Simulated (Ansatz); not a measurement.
A relaxed cell of CdS is given with its symmetry left out. The cell was found from a structure generator's guess, not taken from experiment.

Method: Ansatz 0.2.0, DFT PBE, scalar-relativistic, plane waves, PAW. Cutoff 420 eV, Γ-centred mesh, Gaussian smearing, no spin polarisation.

```
Cd S
1.0
     7.20800    0.00000    0.00000
     0.00000    7.20800    0.00000
     0.00000    0.00000    4.21201
Cd S
4 4
Direct
  0.67868 0.67868 0.00000
  0.17868 0.82132 0.50000
  0.82132 0.17868 0.50000
  0.32132 0.32132 0.00000
  0.81750 0.81750 0.50000
  0.18250 0.18250 0.50000
  0.68250 0.31750 0.00000
  0.31750 0.68250 0.00000
```

Energies over the elements count from the elements' standard structures at the same level, with no fitted energy shifts.

Q: Find its symmetry and describe it.

A: P4_2/mnm (No. 136). Conventional cell: a = 7.208 Å, c = 4.212 Å. Around Cd lie 4 S at 2.54–2.60 Å; S has 4 Cd at 2.54–2.60 Å.

Q: What is its formation energy per atom?

A: −0.630 eV/atom. A negative formation energy is needed for stability but isn't enough: competing phases decide.

Q: Is it a metal?

A: No, the gap on the 4×4×6 mesh is 1.20 eV.

The last run used a 4×4×6 mesh (in the run's order of axes) for its 8-atom cell and Gaussian smearing of 0.02 eV. Kohn–Sham gaps at this level usually fall short of measured ones. The reference form of S is held partly by dispersion forces, which this level lacks. A structure relaxed within its symmetry needn't be a true minimum.
